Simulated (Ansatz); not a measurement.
A run of Ansatz 0.2.0 is set up as follows.

Contents of input.yaml:

```yaml
crystal:
  lattice:
    - [3.0386068135, -1.75031996, 0.0]
    - [3.0386068135, 1.75031996, 0.0]
    - [-2.1154626375, 0.0, 6.0952248674]
  atoms:
    - { symbol: Pb, position: [0.90850841, 0.90850841, 0.7262922] }
    - { symbol: Pb, position: [0.09149159, 0.09149159, 0.2737078] }
hamiltonian:
  xc: pbesol
  pseudopotentials: { kind: paw }
kpoints:
  mp_grid: { grid: [9, 9, 5] }
scf:
  occupations: { method: fermi_dirac, width: 0.05 }
output:
  forces: true
  stress: true
  eigenvalues: true
relax:
  f_tol: 0.01
  max_steps: 40
  cell: { stress_tol: 0.05, p_target: 30.0 }
```

Potentials or basis: Ansatz PAW.

Command:

```console
$ ansatz run input.yaml --threads 2 --pin off --max-ram 5632MiB --backend cpu --events-out ev --progress --plain --runs-dir out
```

Q: What does it give for the space group after relaxing (to 0.05 Å)?

A: I4/mmm (No. 139).

Q: What does it give for the relaxed volume?

A: 22.21 Å³/atom.

Q: Predict the band gap on the k mesh.

A: None (metal or under the smearing width).

Final structure:
```
Pb
1.0
     2.69154   -1.57915   -0.47193
     2.69154    1.57915   -0.47193
    -2.82050    0.00000    5.72094
Pb
2
Direct
  0.99996 0.99996 0.74998
  0.00004 0.00004 0.25002
```

Caveat: the volume moved by over 15 % at a fixed basis, so the end points are rough; the PAW data sets come from PBE, with cores solved anew for the run's functional, which leaves a small shift of forces and pressure. The run has no spin-orbit coupling, so splittings on Pb are missing.
